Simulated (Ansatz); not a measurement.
## GaP under changes of volume

One of the cells (20.240 Å³/atom); the others are scaled copies at fixed shape and fractional positions:

```
Ga P
1.0
     0.00000    2.72525    2.72525
     2.72525    0.00000    2.72525
     2.72525    2.72525    0.00000
Ga P
1 1
Direct
  0.00000 0.00000 0.00000
  0.75000 0.75000 0.75000
```

```yaml
Program: Ansatz 0.2.0
Functional: B3LYP
Potentials_or_basis: Ansatz PAW
Cutoff: "420 eV (not typed: the program's choice for these potentials)"
k_mesh: 4 × 4 × 4
Occupations: fermi-dirac, width 0.05 eV
Spin: no spin polarisation
```

```csv
volume (Å³/atom),energy over the lowest point (meV/atom),pressure (GPa),gap on the mesh (eV)
19.026,67.76,10.9,2.78
19.431,43.36,8.4,2.82
19.836,?,?,?
20.240,11.93,4.2,2.90
20.645,3.77,2.3,2.83
21.050,0.00,0.7,2.70
21.455,0.08,-0.8,2.52
```

**Question.** What does the run at 19.836 Å³/atom give?

**Answer.** Energy over the lowest point 24.94 meV/atom; pressure 6.2 GPa; gap on the mesh 2.86 eV.

Worked out: A Birch-Murnaghan fit of order 3 (a polynomial in V^(-2/3)) to the other rows has its minimum at 21.24 Å³/atom with B0 = V·E''(V) = 77 GPa and B' = 4.5. It gives 24.93 meV/atom at 19.836 Å³/atom, against the run's 24.94, and -dE/dV = 6.2 GPa, against 6.2. A parabola through the other rows of the gap, of slope 0.639 eV per unit of ln V there, gives 2.90 eV, against the run's 2.86.

Energies are extrapolated to zero smearing.

Caveats: all runs use coarse meshes; the PAW data sets come from PBE, with cores solved anew for the run's functional, which leaves a small shift of forces and pressure; the thresholds are loose for stress.

A mesh can miss the band edges. Spin-orbit coupling on Ga is left out.
